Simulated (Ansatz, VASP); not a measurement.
**MgS in VASP and in Ansatz**

INCAR

```
SYSTEM = MgS
PREC = Accurate
ENCUT = 520
EDIFF = 1E-7
ISMEAR = 0
SIGMA = 0.05
LREAL = .FALSE.
LASPH = .TRUE.
NELM = 60
ALGO = Normal
ISIF = 2
LWAVE = .FALSE.
LCHARG = .FALSE.
GGA = PS
NBANDS = 11
```

Contents of KPOINTS:

```
regular mesh
0
G
  8 8 8
  0 0 0
```

The input POSCAR:

```
MgS
1.0
    0.0000000000      2.6016500000      2.6016500000
    2.6016500000      0.0000000000      2.6016500000
    2.6016500000      2.6016500000      0.0000000000
Mg S
1 1
Direct
    0.1358958317      0.0000000000      0.0000000000
    0.5000000000      0.5000000000      0.5000000000
```

Input for Ansatz:

```yaml
crystal:
  lattice:
    - [0.0, 2.60165, 2.60165]
    - [2.60165, 0.0, 2.60165]
    - [2.60165, 2.60165, 0.0]
  atoms:
    - { symbol: Mg, position: [0.1358958317, 0.0, 0.0] }
    - { symbol: S, position: [0.5, 0.5, 0.5] }
basis:
  ecutwfc: 420
kpoints:
  mp_grid: { grid: [8, 8, 8] }
hamiltonian:
  xc: pbesol
scf:
  occupations: { method: gaussian, width: 0.05 }
output:
  forces: true
  stress: true
  eigenvalues: true
```

Change from the starting cell: all Mg atoms moved -0.500 Å, as atom 1 towards its neighbour atom 1 (Mg) at 3.679 Å.

Alike in both runs: task single point; functional PBEsol; k mesh 8 × 8 × 8; occupations gaussian, width 0.05 eV; no spin polarisation.

|  | VASP | Ansatz |
| --- | --- | --- |
| version | VASP 6.6.1 | Ansatz 0.2.0 |
| potentials or method | VASP PAW PBE potentials, release 64 (Mg, S) | scalar-relativistic, plane waves, PAW |
| plane-wave cutoff (eV) | 520 | 420 |
| valence electrons in the cell | 8 | 16 |

|  | VASP | Ansatz | Ansatz less VASP |
| --- | --- | --- | --- |
| gap on the k mesh at the Fermi level (eV) | 2.76 | 2.76 | -0.003 |
| least direct gap on the mesh (eV) | 3.53 | 3.53 | -0.001 |
| pressure (GPa) | 7.1 | 7.2 | +0.09 |
| largest component of the traceless stress (GPa) | 9.83 | 9.77 | -0.060 |
| rms of the force components (eV/Å) | 1.073 | 1.067 | -0.0059 |

Atom by atom the forces differ by 0.006 eV/Å (rms over components). The two sets of potentials don't hold the same shells in valence.

Caveats: the PAW data sets were made with another functional, which shifts forces and pressure a little (VASP). A k mesh can miss the band edges.
